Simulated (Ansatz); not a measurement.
Input for Ansatz (plane-wave DFT, PAW):

```yaml
crystal:
  lattice:
    - [9.2964173513, 0.0, 0.0]
    - [0.0, 6.5735597498, 0.0]
    - [0.0, 0.0, 22.6482086756]
  atoms:
    - { symbol: Sn, position: [0.25, 0.0, 0.3532288188] }
    - { symbol: Sn, position: [0.75, 0.0, 0.3532288188] }
    - { symbol: Sn, position: [0.5, 0.25, 0.3532288188] }
    - { symbol: Sn, position: [0.0, 0.25, 0.3532288188] }
    - { symbol: Sn, position: [0.5552698972, 0.6471337724, 0.4160608589] }
    - { symbol: Sn, position: [-0.0629942337, 0.6356635313, 0.4208885233] }
    - { symbol: Sn, position: [0.7515514815, 0.5121165578, 0.5230129244] }
    - { symbol: Sn, position: [0.2432220098, 0.7572865083, 0.4666469353] }
    - { symbol: Sn, position: [0.9198641835, 0.091973658, 0.4741779676] }
    - { symbol: Sn, position: [0.4930795226, -0.2052690323, 0.5491158144] }
    - { symbol: Sn, position: [0.2602371357, 0.2601857078, 0.4644014917] }
    - { symbol: Sn, position: [0.5982044398, 0.1439834206, 0.4768022642] }
basis:
  ecutwfc: 420
kpoints:
  mp_grid: { grid: [2, 3, 1] }
hamiltonian:
  xc: pbe
  dispersion: d3bj
scf:
  occupations: { method: gaussian, width: 0.1 }
output:
  forces: true
  eigenvalues: true
  write_density: true
  volumetric_format: npy
efield:
  axis: 3
  dipole_correction: true
  ramp_width: 0.04
```

Launched with
```bash
ansatz run input.yaml --threads 4 --pin off --max-ram 10240MiB --backend cpu --events-out ev --progress --plain --runs-dir out
```

Method: Ansatz 0.2.0, DFT PBE+D3(BJ), scalar-relativistic, plane waves, PAW.

Part of what the program printed, abridged:

```
Pseudopotentials: kind: paw
Pseudopotential: Sn, paw, valence charge 14, recommended cutoff 420 eV (normal)
Functional definition: PBE
Crystal: 12 atoms, lattice volume = 1384.045 Å³
Basis set: ecut = 420 eV, 26973 PW (Γ), exchange–correlation on 128×90×320 points (8 copies of the dense FFT grid, shifted against one another)
Bands: 101, of which v1, the nominal top of the filled ones, is band 84 counted from 1 (83 counted from 0)
Symmetry: 1 space group operations
Space group: P1 (ITA 1), of the structure as read, at distance tolerance 1.1e-4 Å
k-points: 4 of 6 (time reversal used)
Initial density: superposition of atomic densities (neutral atoms: chi_scale 0, normalization atom), corrected by the library's trained network
Initial wavefunctions: pseudopotential atomic-orbital guess
Functional: x = pbe(κ = 0.804, μ = 0.21951497), c = pbe(β = 0.06672455)
SCF iter   1: F=—  HF=-72290.232118 eV  |F-HF|=—  |Δ(HF+E_count)|=         —  Δρ=1.49e-3  dr2=6.38e-2  ethr=1.77e-3  p=-0.009 e·Å  D=-1.18e-3 V/Å  ΔV_dip=0.03 eV  dr2_dipole=1.59e-4  V_vac-E_F(+/−)=4.07/4.04 eV  ⟨swp⟩=8.0  Hψ=1664  notcnv=0
efield: sawtooth ramp at fractional position 0.9312 (placed from the atoms, in the widest stretch of the axis that holds none; the zero of the levels goes with the place), width 0.0400; the density the first Hamiltonian is built on has a dipole p = -0.009 e·Å; the dipole correction subtracts the counter field D = -1.18e-3 V/Å, which shifts the + side's vacuum level by +0.03 eV against the − side's; the planar-averaged density in the ramp window peaks in size at 1.8e-6 e/Å³
SCF iter   2: F=—  HF=-72290.225348 eV  |F-HF|=—  |Δ(HF+E_count)|=   6.77e-3  Δρ=7.27e-4  dr2=2.06e-2  ethr=3.80e-5  p=0.011 e·Å  D=1.44e-3 V/Å  ΔV_dip=-0.03 eV  dr2_dipole=1.70e-6  V_vac-E_F(+/−)=4.09/4.13 eV  ⟨swp⟩=3.0  Hψ=894  notcnv=0  defer=5
SCF iter   3: F=—  HF=-72290.225875 eV  |F-HF|=—  |Δ(HF+E_count)|=   5.26e-4  Δρ=4.53e-4  dr2=1.85e-2  ethr=1.23e-5  p=0.014 e·Å  D=1.81e-3 V/Å  ΔV_dip=-0.04 eV  dr2_dipole=1.99e-7  V_vac-E_F(+/−)=4.05/4.09 eV  ⟨swp⟩=3.0  Hψ=782  notcnv=0  defer=5
SCF iter   4: F=—  HF=-72290.223804 eV  |F-HF|=—  |Δ(HF+E_count)|=   2.07e-3  Δρ=1.81e-4  dr2=1.78e-3  ethr=1.10e-5  p=0.014 e·Å  D=1.80e-3 V/Å  ΔV_dip=-0.04 eV  dr2_dipole=6.44e-5  V_vac-E_F(+/−)=4.07/4.11 eV  ⟨swp⟩=2.0  Hψ=432  notcnv=0  defer=5
SCF iter   5: F=—  HF=-72290.223880 eV  |F-HF|=—  |Δ(HF+E_count)|=   7.59e-5  Δρ=9.92e-5  dr2=1.40e-3  ethr=1.06e-6  p=0.022 e·Å  D=2.84e-3 V/Å  ΔV_dip=-0.06 eV  dr2_dipole=4.09e-4  V_vac-E_F(+/−)=4.06/4.12 eV  ⟨swp⟩=2.0  Hψ=438  notcnv=0  defer=5
SCF iter   6: F=—  HF=-72290.223838 eV  |F-HF|=—  |Δ(HF+E_count)|=   4.27e-5  Δρ=6.48e-5  dr2=4.68e-4  ethr=8.35e-7  p=0.014 e·Å  D=1.78e-3 V/Å  ΔV_dip=-0.04 eV  dr2_dipole=1.33e-4  V_vac-E_F(+/−)=4.07/4.11 eV  ⟨swp⟩=2.0  Hψ=407  notcnv=0  defer=5
SCF iter   7: F=—  HF=-72290.223825 eV  |F-HF|=—  |Δ(HF+E_count)|=   1.30e-5  Δρ=3.76e-5  dr2=6.89e-5  ethr=2.78e-7  p=0.016 e·Å  D=2.04e-3 V/Å  ΔV_dip=-0.05 eV  dr2_dipole=1.62e-5  V_vac-E_F(+/−)=4.06/4.11 eV  ⟨swp⟩=2.0  Hψ=391  notcnv=0  defer=5
SCF iter   8: F=—  HF=-72290.223868 eV  |F-HF|=—  |Δ(HF+E_count)|=   4.37e-5  Δρ=1.65e-5  dr2=1.18e-5  ethr=4.10e-8  p=0.016 e·Å  D=2.14e-3 V/Å  ΔV_dip=-0.05 eV  dr2_dipole=1.80e-6  V_vac-E_F(+/−)=4.06/4.11 eV  ⟨swp⟩=2.0  Hψ=473  notcnv=0  defer=11
SCF iter   9: F=—  HF=-72290.223870 eV  |F-HF|=—  |Δ(HF+E_count)|=   2.03e-6  Δρ=5.25e-6  dr2=1.11e-6  ethr=7.00e-9  p=0.017 e·Å  D=2.17e-3 V/Å  ΔV_dip=-0.05 eV  dr2_dipole=5.79e-8  V_vac-E_F(+/−)=4.06/4.11 eV  ⟨swp⟩=2.0  Hψ=431  notcnv=0  defer=11
SCF iter  10: F=-72290.223871 eV  HF=-72290.223870 eV  |F-HF|=6.20e-8  |Δ(HF+E_count)|=   1.23e-7  Δρ=2.19e-6  dr2=7.27e-8  ethr=5.95e-11  p=0.017 e·Å  D=2.18e-3 V/Å  ΔV_dip=-0.05 eV  dr2_dipole=6.79e-11  V_vac-E_F(+/−)=4.06/4.11 eV  ⟨swp⟩=18.2  Hψ=2128  notcnv=0
SCF 1 converged in 10 iterations: F = -72290.223871 eV  dr2 = 7.27e-8
SCF converged after 10 iterations
Free energy (F): -72290.223871 eV
Harris-Foulkes:  -72290.223870 eV  (|F-HF|=6.20e-8)
Internal energy: -72290.221817 eV  (E = F + TS)
E sigma→0 (E₀):  -72290.222844 eV
Entropy (-TS):   -0.002054 eV (-0.171 meV/atom)
Fermi energy:    -0.582709 eV
Dipole field:    D = 0.002181 V/Å  (p = 0.016679 e·Å, saw-weighted, corrected)
Work function:   Φ+ = 4.0623 eV   Φ− = 4.1116 eV
Levels:          The Fermi level and band energies are counted from a zero that moves with the ramp; work functions are not
--- Per-component energies (eV) ---
  E_band       = -2866.212549
  E_kinetic    = 2229.442717
  E_local      = -104143.274273  (includes V_loc(G=0)·N_el)
  E_nonlocal   = -390.726679
  E_hartree    = 52414.671494
  E_xc         = -4586.908319
  E_vxc        = -1145.623605  (∫ρ·V_xc dr)
  E_paw        = -49624.516950  (= ΣΔE_a)
  E_vpaw       = -4245.542138  (= ΣTr[D̂ρ^β])
  E_aug_tail   = -0.000005  (compensation charges beyond the density's cutoff)
  E_efield     = 0.000018  (sawtooth field / dipole correction)
  E_vefield    = 0.145263  (∫n·V_field dr)
  E_ewald      = 31813.658308
  E_disp       = -2.568127  (pairwise vdW)
  E_smearing   = -0.002054  (= −TS)
--- Forces (eV/Å), atoms counted from 1 ---
  atom   1  Sn     0.20057654    -0.82230841    -0.10503557
  atom   2  Sn     0.06045514    -0.83100945     0.42851196
  atom   3  Sn    -0.33397824     0.80140520    -0.20902645
  atom   4  Sn     0.04724729     0.85919785    -0.11471822
  atom   5  Sn     0.00269266    -0.00755832     0.00846912
  atom   6  Sn     0.00979137     0.01238283    -0.01447749
  atom   7  Sn    -0.00268624    -0.01002215     0.08178268
  atom   8  Sn    -0.01118339     0.00075321     0.00256459
  atom   9  Sn    -0.00240264    -0.00939694    -0.01418411
  atom  10  Sn     0.00357280     0.00380981    -0.06880818
  atom  11  Sn     0.01535032    -0.00266232    -0.01576683
  atom  12  Sn     0.01056089     0.00541208     0.02066064
--- Band table (eV) ---
  k-point 0: bands = ["-22.1817", "-22.1594", "-22.1407", "-22.1254", "-22.1221", "-22.1133", "-22.0958", "-22.0891", "-22.0865", "-22.0795", "-22.0738", "-22.0679", "-22.0658", "-22.0587", "-22.0500", "-22.0461", "-22.0379", "-22.0329", "-22.0295", "-22.0228", "-22.0156", "-22.0090", "-22.0021", "-22.0007", "-21.9995", "-21.9940", "-21.9813", "-21.9746", "-21.9730", "-21.9669", "-21.9530", "-21.9399", "-21.9267", "-21.9244", "-21.9102", "-21.8923", "-21.8849", "-21.8770", "-21.8736", "-21.8666", "-21.8630", "-21.8529", "-21.8495", "-21.8418", "-21.8340", "-21.8296", "-21.8042", "-21.7971", "-21.7942", "-21.7701", "-21.7563", "-21.7501", "-21.7397", "-21.7360", "-21.7319", "-21.7273", "-21.7 ...
  k-point 1: bands = ["-22.1803", "-22.1637", "-22.1369", "-22.1270", "-22.1164", "-22.1109", "-22.0956", "-22.0874", "-22.0846", "-22.0800", "-22.0728", "-22.0671", "-22.0608", "-22.0571", "-22.0467", "-22.0449", "-22.0356", "-22.0318", "-22.0268", "-22.0231", "-22.0196", "-22.0108", "-22.0073", "-22.0032", "-21.9953", "-21.9926", "-21.9885", "-21.9828", "-21.9691", "-21.9604", "-21.9487", "-21.9404", "-21.9258", "-21.9244", "-21.9088", "-21.8932", "-21.8875", "-21.8806", "-21.8728", "-21.8678", "-21.8619", "-21.8573", "-21.8542", "-21.8433", "-21.8343", "-21.8289", "-21.8072", "-21.8039", "-21.7908", "-21.7695", "-21.7577", "-21.7494", "-21.7380", "-21.7348", "-21.7321", "-21.7271", "-21.7 ...
  k-point 2: bands = ["-22.1841", "-22.1598", "-22.1391", "-22.1303", "-22.1242", "-22.1128", "-22.0988", "-22.0871", "-22.0859", "-22.0792", "-22.0753", "-22.0729", "-22.0644", "-22.0555", "-22.0538", "-22.0399", "-22.0371", "-22.0318", "-22.0276", "-22.0172", "-22.0153", "-22.0066", "-22.0049", "-22.0016", "-21.9946", "-21.9889", "-21.9855", "-21.9795", "-21.9701", "-21.9540", "-21.9490", "-21.9387", "-21.9304", "-21.9231", "-21.9067", "-21.8961", "-21.8883", "-21.8821", "-21.8711", "-21.8658", "-21.8625", "-21.8554", "-21.8524", "-21.8454", "-21.8335", "-21.8279", "-21.8145", "-21.8050", "-21.7932", "-21.7723", "-21.7686", "-21.7500", "-21.7352", "-21.7336", "-21.7281", "-21.7242", "-21.7 ...
  k-point 3: bands = ["-22.1840", "-22.1618", "-22.1414", "-22.1285", "-22.1173", "-22.1098", "-22.0964", "-22.0866", "-22.0841", "-22.0774", "-22.0740", "-22.0676", "-22.0617", "-22.0564", "-22.0533", "-22.0403", "-22.0336", "-22.0310", "-22.0246", "-22.0207", "-22.0171", "-22.0115", "-22.0060", "-22.0025", "-21.9980", "-21.9883", "-21.9845", "-21.9776", "-21.9707", "-21.9543", "-21.9462", "-21.9405", "-21.9271", "-21.9228", "-21.9109", "-21.8953", "-21.8904", "-21.8842", "-21.8738", "-21.8658", "-21.8606", "-21.8588", "-21.8544", "-21.8491", "-21.8353", "-21.8240", "-21.8136", "-21.8074", "-21.7965", "-21.7729", "-21.7680", "-21.7484", "-21.7371", "-21.7330", "-21.7272", "-21.7230", "-21.7 ...
```

The calculation finished and met its thresholds.

The run took 17 s on 4 threads of Intel(R) Xeon(R) 6975P-C (Granite Rapids), on a shared host, peak memory 2.4 GiB.